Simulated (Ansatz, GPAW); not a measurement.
Given: the input of a run of Ansatz 0.2.0 on Ga (Gallium). Atoms were shifted at random by some hundredths of an Å from the given cell, which wasn't relaxed again for these runs. 

The input input.yaml:

```yaml
crystal:
  lattice:
    - [2.2615, -3.8305, 0.0]
    - [2.2615, 3.8305, 0.0]
    - [0.0, 0.0, 4.524]
  atoms:
    - { symbol: Ga, position: [0.357574, 0.649815, 0.413855] }
    - { symbol: Ga, position: [0.143323, 0.83858, 0.916359] }
    - { symbol: Ga, position: [0.655953, 0.346102, 0.598434] }
    - { symbol: Ga, position: [0.851305, 0.162776, 0.086402] }
kpoints:
  mp_grid: { grid: [7, 7, 6] }
scf:
  occupations: { method: fermi_dirac, width: 0.05 }
hamiltonian:
  xc: pbesol
  pseudopotentials: { kind: all_electron, lapw: { basis_error: 0.001 } }
output:
  forces: true
  stress: true
  eigenvalues: true
  populations: true
```

Potentials or basis: all-electron LAPW, scalar-relativistic.

Launch:

```bash
$ ansatz run input.yaml --threads 2 --pin off --max-ram 8192MiB --backend cpu --events-out ev --progress --plain --runs-dir out
```

Task: Translate it to GPAW 26.7.0 (ASE script). Potentials or basis there: PAW data sets generated for this functional, cutoff 600 eV.

Result: As run (cutoffs and basis follow the program's own potentials, and thresholds, step limits or extra output files can differ):

Contents of run.py:

```python
from ase import Atoms
from ase.dft.bandgap import bandgap
from ase.io import write
from ase.units import GPa
from gpaw import GPAW, PW, setup_paths

setup_paths.insert(0, '.')

atoms = Atoms(['Ga', 'Ga', 'Ga', 'Ga'],
              cell=[[2.2615, -3.8305, 0.0],
                    [2.2615, 3.8305, 0.0],
                    [0.0, 0.0, 4.524]],
              scaled_positions=[[0.357574, 0.649815, 0.413855],
                                [0.143323, 0.83858, 0.916359],
                                [0.655953, 0.346102, 0.598434],
                                [0.851305, 0.162776, 0.086402]],
              pbc=True)

calc = GPAW(mode=PW(600),
            xc='PBEsol',
            kpts={'size': (7, 7, 6), 'gamma': True},
            occupations={'name': 'fermi-dirac', 'width': 0.05},
            nbands=16,
            convergence={'density': 1e-05, 'energy': 1e-05},
            maxiter=150,
            txt='gpaw.txt')
atoms.calc = calc
energy = atoms.get_potential_energy()
forces = atoms.get_forces()
stress = atoms.get_stress()
calc.write('gs.gpw')
write('result.traj', atoms)
print(f'Energy: {energy:.6f} eV')
print('Forces (eV/A):')
print(forces.round(4))
print('Stress (GPa):', (stress / GPa).round(3))
print('Fermi level:', round(calc.get_fermi_level(), 4), 'eV')
print(f'Gap: {bandgap(calc)[0]:.4f} eV, direct: {bandgap(calc, direct=True)[0]:.4f} eV')
```

Potentials or basis: PAW data sets generated in the run's folder for this functional, pw.

Launch:

```sh
$ gpaw-setup -f PBEsol Ga
$ OMP_NUM_THREADS=1 python run.py
```

Both were run:

|  | Ansatz | GPAW |
| --- | --- | --- |
| Pressure | -1.5 GPa | -0.7 GPa |
| Largest force | 0.458 eV/Å | 0.474 eV/Å |

Where Ansatz's input types no cutoff or centring, it takes its own default and a Γ-centred mesh.

Pressure is positive in compression.
